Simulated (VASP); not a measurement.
# Converging a slab model of a single sheet of Te2Mo, part 3 of 5

How far does the level below the vacuum of a single sheet of Te2Mo depend on the numerical settings, and how far on the functional?

VASP 6.6.1, plane waves and PAW; the level of theory is named at each step.

So far. Step 5 (Another mesh, mesh points along a 12, k-mesh 12×12×1): Against the base run its depth below the vacuum changes by +0.00 eV and the energy by +0.0 meV an atom. Step 9 (Another vacuum, vacuum width 24): Against the base run its depth below the vacuum changes by +0.00 eV and the energy by +0.1 meV an atom.

**11. A lower cutoff, ENCUT 210**

Level of this step: PBEsol, no spin polarisation; plane waves and PAW (Te, Mo) (VASP).

A lower cutoff is cheaper, and the test is whether a potential difference survives it better than the total energy.

Input file INCAR:

```
SYSTEM = Te2Mo
PREC = Normal
ENCUT = 210
EDIFF = 1E-06
NELM = 120
ISMEAR = 0
SIGMA = 0.05
LREAL = .FALSE.
ALGO = Normal
GGA = PS
NBANDS = 15
LASPH = .TRUE.
LORBIT = 11
LWAVE = .FALSE.
LCHARG = .FALSE.
KPAR = 4
IDIPOL = 3
LDIPOL = .TRUE.
DIPOL = 0.5 0.5 0.5
LVHAR = .TRUE.
LVACPOTAV = .TRUE.
```

Input file POSCAR:

```
Te2Mo
1.0
    3.5603917380      0.0000000000      0.0000000000
   -1.7801958690      3.0833896920      0.0000000000
    0.0000000000      0.0000000000     18.5794796398
Te Mo
2 1
Direct
    0.3333333330      0.6666666670      0.5963288450
    0.3333333330      0.6666666670      0.4036711550
    0.6666666670      0.3333333330      0.5000483150
```

Input file KPOINTS:

```
Automatic mesh
0
Gamma
9 9 1
0 0 0
```

Potentials, in the order of the species: Te and Mo (PBE family, release 64).

Launch:

```
$ mpirun -np 4 vasp_std
```

Output:

```text
[... set-up lines as in an earlier step ...]
 entering main loop
       N       E                     dE             d eps       ncg     rms          rms(c)
DAV:   1     0.677540168500E+02    0.67754E+02   -0.37743E+03   368   0.427E+02
DAV:   2    -0.141960298397E+02   -0.81950E+02   -0.76966E+02   519   0.123E+02
DAV:   3    -0.202527392878E+02   -0.60567E+01   -0.59712E+01   500   0.388E+01
DAV:   4    -0.204182683499E+02   -0.16553E+00   -0.16541E+00   490   0.722E+00
[...]
DAV:  20    -0.195855781440E+02   -0.12964E-04   -0.47441E-07   309   0.267E-03    0.165E-03
DAV:  21    -0.195855846305E+02   -0.64865E-05   -0.35464E-07   342   0.204E-03    0.757E-04
DAV:  22    -0.195855853649E+02   -0.73437E-06   -0.39109E-08   292   0.673E-04
 [... a notice as in an earlier step ...]

   1 F= -.19585585E+02 E0= -.19585585E+02  d E =-.647150E-14
```

Run time: 3 s. Hardware: 4 MPI ranks of Intel Xeon 6975P-C (Granite Rapids), shared host; peak memory 0.51 GiB; 10 s of CPU time.

From OUTCAR (step 11):

```text
  Total       -2.2291550     -2.2291549     -1.2251392      0.0000000      0.0000000      0.0000000
  in kB      -17.5101994    -17.5101994     -9.6235715      0.0000000      0.0000000      0.0000000
  external PRESSURE =     -14.8813235 kB  Pullay stress =       0.0000000 kB

 POSITION                                       TOTAL-FORCE (eV/Angst)
 -----------------------------------------------------------------------------------
     -0.00000      2.05559     11.07948         0.000000      0.000000     -0.191637
     -0.00000      2.05559      7.50000         0.000000      0.000000      0.210638
      1.78020      1.02780      9.29064        -0.000000      0.000000     -0.019001
 -----------------------------------------------------------------------------------
    total drift:                               -0.000002      0.000001     -0.000106

  FREE ENERGIE OF THE ION-ELECTRON SYSTEM (eV)
  ---------------------------------------------------
  free  energy   TOTEN  =       -19.5855853649 eV

  energy  without entropy=      -19.5855853649  energy(sigma->0) =      -19.58558536

[... 1 part as in an earlier step ...]

[... 2 further parts left out ...]
[key lines of the parts left out:]
E-fermi :  -0.4753
```

Numbers from this step:

```yaml
electronic_cycles: 22
free_energy_toten: -19.59 eV
fermi_energy: -0.4753 eV
vacuum_levels: 4.267, 4.264 eV
ionisation_potentials_of_the_upper_and_lower_face: 4.994, 4.991 eV
electron_affinities_of_the_upper_and_lower_face: 3.952, 3.949 eV
highest_filled_level_below_the_vacuum: 4.994 eV
gap_on_the_k_mesh: 1.043 eV
least_direct_gap_on_the_k_mesh: 1.043 eV
```

Against the base run its depth below the vacuum changes by -0.00 eV and the energy by +4.5 meV an atom.

**12. A lower cutoff, ENCUT 280**

Changes to INCAR since step 11:

```diff
@@ -2,3 +2,3 @@
 PREC = Normal
-ENCUT = 210
+ENCUT = 280
 EDIFF = 1E-06
```

POSCAR is that of step 11.

KPOINTS is that of step 11.

Launch:

```
$ mpirun -np 4 vasp_std
```

Output:

```text
[... set-up lines as in an earlier step ...]
 entering main loop
       N       E                     dE             d eps       ncg     rms          rms(c)
DAV:   1     0.787046106401E+02    0.78705E+02   -0.43425E+03   360   0.542E+02
DAV:   2    -0.132187868215E+02   -0.91923E+02   -0.87037E+02   520   0.130E+02
DAV:   3    -0.202283596036E+02   -0.70096E+01   -0.69329E+01   514   0.430E+01
DAV:   4    -0.204163266952E+02   -0.18797E+00   -0.18787E+00   484   0.810E+00
[...]
DAV:  21    -0.195938460284E+02   -0.83765E-05   -0.46432E-07   358   0.215E-03    0.704E-04
DAV:  22    -0.195938474264E+02   -0.13979E-05   -0.79855E-08   285   0.114E-03    0.404E-04
DAV:  23    -0.195938477603E+02   -0.33399E-06   -0.18224E-08   334   0.456E-04
 [... a notice as in an earlier step ...]

   1 F= -.19593848E+02 E0= -.19593848E+02  d E =-.563042E-14
```

The job ended after 3.6 s (4 MPI ranks; peak memory 0.57 GiB; 12 s of CPU time).

Parts of OUTCAR (step 12):

```text
  Total       -1.7939991     -1.7939991     -0.8096880      0.0000000     -0.0000000      0.0000000
  in kB      -14.0920135    -14.0920135     -6.3601671      0.0000000     -0.0000000      0.0000000
  external PRESSURE =     -11.5147313 kB  Pullay stress =       0.0000000 kB

 POSITION                                       TOTAL-FORCE (eV/Angst)
 -----------------------------------------------------------------------------------
     -0.00000      2.05559     11.07948        -0.000000     -0.000000     -0.202574
     -0.00000      2.05559      7.50000         0.000000      0.000000      0.221529
      1.78020      1.02780      9.29064        -0.000000      0.000000     -0.018955
 -----------------------------------------------------------------------------------
    total drift:                                0.000001     -0.000001      0.000001

  FREE ENERGIE OF THE ION-ELECTRON SYSTEM (eV)
  ---------------------------------------------------
  free  energy   TOTEN  =       -19.5938477603 eV

  energy  without entropy=      -19.5938477603  energy(sigma->0) =      -19.59384776

[... 1 part as in an earlier step ...]

[... 2 further parts left out ...]
[key lines of the parts left out:]
E-fermi :  -0.4760
```

This step gave:

```
electronic cycles                                 : 23
Fermi energy                                      : -0.476 eV
vacuum levels                                     : 4.27, 4.268 eV
ionisation potentials of the upper and lower face : 4.999, 4.997 eV
electron affinities of the upper and lower face   : 3.957, 3.955 eV
highest filled level below the vacuum             : 4.999 eV
gap on the k-mesh                                 : 1.042 eV
least direct gap on the k-mesh                    : 1.042 eV
```

Against the base run its depth below the vacuum changes by -0.00 eV and the energy by +1.7 meV an atom.

**13. Another smearing width, SIGMA 0.02**

The width trades sharpness at the Fermi level against the mesh needed.

Changes to INCAR since step 12:

```diff
@@ -2,3 +2,3 @@
 PREC = Normal
-ENCUT = 280
+ENCUT = 350
 EDIFF = 1E-06
@@ -6,3 +6,3 @@
 ISMEAR = 0
-SIGMA = 0.05
+SIGMA = 0.02
 LREAL = .FALSE.
```

POSCAR is that of step 12.

KPOINTS is that of step 12.

Launch:

```
$ mpirun -np 4 vasp_std
```

Output:

```text
[... set-up lines as in an earlier step ...]
 entering main loop
       N       E                     dE             d eps       ncg     rms          rms(c)
DAV:   1     0.923372225286E+02    0.92337E+02   -0.47624E+03   360   0.637E+02
DAV:   2    -0.117295458102E+02   -0.10407E+03   -0.98077E+02   512   0.141E+02
[... 3 cycles as in an earlier step ...]
DAV:   6    -0.199255312770E+02    0.49267E+00   -0.27110E+00   402   0.996E+00    0.645E+00
DAV:   7    -0.198943125581E+02    0.31219E-01   -0.26203E+00   423   0.111E+01    0.521E+00
DAV:   8    -0.196049853490E+02    0.28933E+00   -0.46399E-01   409   0.501E+00    0.133E+00
[... 1 cycle as in an earlier step ...]
DAV:  10    -0.195988780636E+02    0.31493E-02   -0.86719E-03   458   0.707E-01    0.186E-01
[... 3 cycles as in an earlier step ...]
DAV:  14    -0.195989133838E+02   -0.72879E-04   -0.32153E-05   402   0.375E-02    0.190E-02
DAV:  15    -0.195989628963E+02   -0.49512E-04   -0.23932E-05   423   0.278E-02    0.231E-02
DAV:  16    -0.195989871470E+02   -0.24251E-04   -0.61827E-06   374   0.132E-02    0.722E-03
[... 2 cycles as in an earlier step ...]
DAV:  19    -0.195990443015E+02   -0.17969E-04   -0.19893E-06   382   0.455E-03    0.446E-03
DAV:  20    -0.195990562778E+02   -0.11976E-04   -0.62236E-07   316   0.416E-03    0.143E-03
DAV:  21    -0.195990661183E+02   -0.98404E-05   -0.63418E-07   352   0.260E-03    0.560E-04
DAV:  22    -0.195990677590E+02   -0.16407E-05   -0.87502E-08   285   0.128E-03    0.489E-04
DAV:  23    -0.195990683155E+02   -0.55650E-06   -0.30672E-08   306   0.542E-04
 [... a notice as in an earlier step ...]

   1 F= -.19599068E+02 E0= -.19599068E+02  d E =-.456645E-18
```

It took 4 s on 4 MPI ranks; peak memory 0.66 GiB.

OUTCAR, selected parts (step 13):

```text
  Total       -1.7894226     -1.7894226     -0.8043629      0.0000000      0.0000000     -0.0000000
  in kB      -14.0560650    -14.0560650     -6.3183379      0.0000000      0.0000000     -0.0000000
  external PRESSURE =     -11.4768226 kB  Pullay stress =       0.0000000 kB

 POSITION                                       TOTAL-FORCE (eV/Angst)
 -----------------------------------------------------------------------------------
     -0.00000      2.05559     11.07948        -0.000000     -0.000000     -0.200815
     -0.00000      2.05559      7.50000         0.000000      0.000000      0.219810
      1.78020      1.02780      9.29064        -0.000000     -0.000000     -0.018994
 -----------------------------------------------------------------------------------
    total drift:                                0.000001     -0.000000      0.000017

  FREE ENERGIE OF THE ION-ELECTRON SYSTEM (eV)
  ---------------------------------------------------
  free  energy   TOTEN  =       -19.5990683155 eV

  energy  without entropy=      -19.5990683155  energy(sigma->0) =      -19.59906832

[... 2 parts as in an earlier step ...]

[... 1 further part left out ...]
[key lines of the parts left out:]
E-fermi :  -0.6115
```

This step gave:

```yaml
free_energy_toten: -19.60 eV
fermi_energy: -0.6115 eV
vacuum_levels: 4.271, 4.269 eV
```

Against the base run its depth below the vacuum changes by +0.00 eV and the energy by +0.0 meV an atom.

**14. Another smearing width, SIGMA 0.4**

Changes to INCAR since step 13:

```diff
@@ -6,3 +6,3 @@
 ISMEAR = 0
-SIGMA = 0.02
+SIGMA = 0.4
 LREAL = .FALSE.
```

POSCAR is that of step 13.

KPOINTS is that of step 13.

Launch:

```
$ mpirun -np 4 vasp_std
```

Output:

```text
[... set-up lines as in an earlier step ...]
 entering main loop
       N       E                     dE             d eps       ncg     rms          rms(c)
DAV:   1     0.922579978142E+02    0.92258E+02   -0.47624E+03   360   0.637E+02
DAV:   2    -0.117304996753E+02   -0.10399E+03   -0.97708E+02   512   0.141E+02
DAV:   3    -0.201917170508E+02   -0.84612E+01   -0.83519E+01   493   0.475E+01
DAV:   4    -0.204145115121E+02   -0.22279E+00   -0.22259E+00   480   0.938E+00
[...]
DAV:  21    -0.195997990162E+02   -0.10080E-04   -0.66142E-07   352   0.266E-03    0.544E-04
DAV:  22    -0.195998006467E+02   -0.16306E-05   -0.86946E-08   285   0.128E-03    0.475E-04
DAV:  23    -0.195998011973E+02   -0.55061E-06   -0.30162E-08   306   0.520E-04
 [... a notice as in an earlier step ...]

   1 F= -.19599801E+02 E0= -.19596823E+02  d E =-.595684E-02
```

Run time: 4 s. Hardware: 4 MPI ranks; peak memory 0.64 GiB; 14 s of CPU time.

OUTCAR, selected parts (step 14):

```text
  Total       -1.7797415     -1.7797415     -0.8028760      0.0000000      0.0000000      0.0000000
  in kB      -13.9800188    -13.9800188     -6.3066587      0.0000000      0.0000000      0.0000000
  external PRESSURE =     -11.4222321 kB  Pullay stress =       0.0000000 kB

 POSITION                                       TOTAL-FORCE (eV/Angst)
 -----------------------------------------------------------------------------------
     -0.00000      2.05559     11.07948        -0.000000      0.000000     -0.200412
     -0.00000      2.05559      7.50000         0.000000     -0.000000      0.219389
      1.78020      1.02780      9.29064         0.000000      0.000000     -0.018977
 -----------------------------------------------------------------------------------
    total drift:                                0.000001     -0.000000      0.000017

  FREE ENERGIE OF THE ION-ELECTRON SYSTEM (eV)
  ---------------------------------------------------
  free  energy   TOTEN  =       -19.5998011973 eV

  energy  without entropy=      -19.5938443551  energy(sigma->0) =      -19.59682278

[... 2 parts as in an earlier step ...]

[... 1 further part left out ...]
[key lines of the parts left out:]
E-fermi :  -0.1933
```

Numbers from this step:

```
energy at zero smearing                           : -19.60 eV
Fermi energy                                      : -0.1933 eV
ionisation potentials of the upper and lower face : 5.000, 4.998 eV
electron affinities of the upper and lower face   : 3.956, 3.954 eV
highest filled level below the vacuum             : 5.000 eV
gap on the k-mesh                                 : 1.044 eV
least direct gap on the k-mesh                    : 1.044 eV
```

Against the base run its depth below the vacuum changes by +0.00 eV and the energy by +0.7 meV an atom.

**15. Another level, functional LDA, disp none**

This step: LDA, no spin polarisation; plane waves and PAW (Te, Mo) (VASP 6.6.1).

Beside the numerical settings stands the choice of exchange and correlation.

Changes to INCAR since step 14:

```diff
@@ -6,6 +6,6 @@
 ISMEAR = 0
-SIGMA = 0.4
+SIGMA = 0.05
 LREAL = .FALSE.
 ALGO = Normal
-GGA = PS
+GGA = CA
 NBANDS = 15
```

POSCAR is that of step 14.

KPOINTS is that of step 14.

Launch:

```
$ mpirun -np 4 vasp_std
```

Output:

```text
[banner, memory and clock lines left out]
running    4 mpi-ranks, on    1 nodes
 distrk:  each k-point on    1 cores,    4 groups
 distr:  one band on    1 cores,    1 groups

 POSCAR found type information on POSCAR TeMo
 POSCAR found :  2 types and       3 ions
 [... a notice as in an earlier step ...]

 LDA part: xc-table for (Slater(with rela. corr.)+CA(PZ))
 , standard interpolation
 POSCAR, INCAR and KPOINTS ok, starting setup
 FFT: planning ... GRIDC
 FFT: planning ... GRID_SOFT
 FFT: planning ... GRID
 WAVECAR not read
 entering main loop
       N       E                     dE             d eps       ncg     rms          rms(c)
DAV:   1     0.917714570919E+02    0.91771E+02   -0.47679E+03   360   0.637E+02
DAV:   2    -0.126378548430E+02   -0.10441E+03   -0.98644E+02   512   0.142E+02
DAV:   3    -0.211468915621E+02   -0.85090E+01   -0.84123E+01   486   0.476E+01
DAV:   4    -0.213618000121E+02   -0.21491E+00   -0.21476E+00   495   0.924E+00
DAV:   5    -0.213657134502E+02   -0.39134E-02   -0.39134E-02   566   0.119E+00    0.160E+01
DAV:   6    -0.208393682027E+02    0.52635E+00   -0.26995E+00   402   0.103E+01    0.633E+00
DAV:   7    -0.208031133477E+02    0.36255E-01   -0.27553E+00   423   0.114E+01    0.531E+00
DAV:   8    -0.205024897305E+02    0.30062E+00   -0.46778E-01   409   0.509E+00    0.133E+00
DAV:   9    -0.204980191182E+02    0.44706E-02   -0.11897E-01   451   0.202E+00    0.584E-01
DAV:  10    -0.204950148107E+02    0.30043E-02   -0.89221E-03   458   0.724E-01    0.169E-01
DAV:  11    -0.204952846756E+02   -0.26986E-03   -0.85091E-04   472   0.194E-01    0.208E-01
DAV:  12    -0.204953032679E+02   -0.18592E-04   -0.47492E-04   416   0.138E-01    0.531E-02
DAV:  13    -0.204957413130E+02   -0.43805E-03   -0.32146E-04   409   0.842E-02    0.551E-02
DAV:  14    -0.204958299434E+02   -0.88630E-04   -0.28175E-05   395   0.344E-02    0.246E-02
DAV:  15    -0.204959426698E+02   -0.11273E-03   -0.27357E-05   388   0.260E-02    0.225E-02
DAV:  16    -0.204959763665E+02   -0.33697E-04   -0.62259E-06   423   0.110E-02    0.120E-02
DAV:  17    -0.204960069690E+02   -0.30602E-04   -0.63837E-06   458   0.871E-03    0.605E-03
DAV:  18    -0.204960354356E+02   -0.28467E-04   -0.13943E-06   374   0.563E-03    0.342E-03
DAV:  19    -0.204960551769E+02   -0.19741E-04   -0.23892E-06   398   0.447E-03    0.445E-03
DAV:  20    -0.204960659878E+02   -0.10811E-04   -0.48556E-07   286   0.332E-03    0.188E-03
DAV:  21    -0.204960753097E+02   -0.93219E-05   -0.65201E-07   345   0.272E-03    0.656E-04
DAV:  22    -0.204960767003E+02   -0.13906E-05   -0.68622E-08   292   0.111E-03    0.521E-04
DAV:  23    -0.204960773326E+02   -0.63229E-06   -0.29974E-08   278   0.528E-04
 [... a notice as in an earlier step ...]

   1 F= -.20496077E+02 E0= -.20496077E+02  d E =-.175729E-11
```

Run time: 3 s. Hardware: 4 MPI ranks; peak memory 0.6 GiB; 9.8 s of CPU time.

From OUTCAR (step 15):

```text
   NELECT =      18.0000    total number of electrons

 E-fermi :  -0.6890

 k-point     1 :       0.0000    0.0000    0.0000
  band No.  band energies     occupation
    ...
      5      -2.6034      2.00000
      6      -2.5126      2.00000
      7      -1.8083      2.00000
      8      -1.8083      2.00000
      9      -1.2906      2.00000
     10       2.1880      0.00000
     11       2.1880      0.00000
     12       2.4621      0.00000
     13       2.4621      0.00000
     14       3.4698      0.00000
    ...

  Total       -2.4192783     -2.4192783     -1.4005885      0.0000000      0.0000000      0.0000000
  in kB      -19.0036344    -19.0036344    -11.0017405      0.0000000      0.0000000      0.0000000
  external PRESSURE =     -16.3363364 kB  Pullay stress =       0.0000000 kB

 POSITION                                       TOTAL-FORCE (eV/Angst)
 -----------------------------------------------------------------------------------
     -0.00000      2.05559     11.07948        -0.000000      0.000000     -0.369991
     -0.00000      2.05559      7.50000        -0.000000     -0.000000      0.388761
      1.78020      1.02780      9.29064         0.000000      0.000000     -0.018769
 -----------------------------------------------------------------------------------
    total drift:                                0.000001     -0.000001      0.000016

  FREE ENERGIE OF THE ION-ELECTRON SYSTEM (eV)
  ---------------------------------------------------
  free  energy   TOTEN  =       -20.4960773326 eV

  energy  without entropy=      -20.4960773326  energy(sigma->0) =      -20.49607733

 vacuum level on the upper side and lower side of the slab         4.295         4.292

[... 9 parts as in an earlier step ...]

[... 9 further parts left out ...]
```

The PAW data sets were made with PBE, though LDA sets exist; this is a small mismatch.

This step gave:

* free energy (TOTEN): -20.50 eV
* Fermi energy: -0.689 eV
* vacuum levels: 4.295, 4.292 eV
* ionisation potentials of the upper and lower face: 5.207, 5.204 eV
* electron affinities of the upper and lower face: 4.165, 4.162 eV
* highest filled level below the vacuum: 5.207 eV
* gap on the k-mesh: 1.041 eV
* least direct gap on the k-mesh: 1.041 eV

Force by atom:

```
atom  x (eV/Å)  y (eV/Å)  z (eV/Å)   size
 Te1     0.000     0.000    -0.370  0.370
 Te2     0.000     0.000     0.389  0.389
 Mo3     0.000     0.000    -0.019  0.019
```

Against the base run its depth below the vacuum changes by +0.21 eV.

(Continued in part 4 of 5.)

[Lines on the potential files, build, host, timing and source positions are cut from VASP's logs without a mark.]

[Logs are printed without paths, hosts, clocks, repeated set-up lines and the standing remarks that a program may print on its own settings, such as how far it seeks lower states.]

[Hosts, paths, dates, database ids (printed as entryN), source tags and the programs' standing remarks are cut or masked in the printed files.]

[In band tables of VASP the shares of atoms and orbitals are scaled to a sum of 1 inside the atoms' spheres.]

[Runs that stopped without an error message from VASP are left out.]
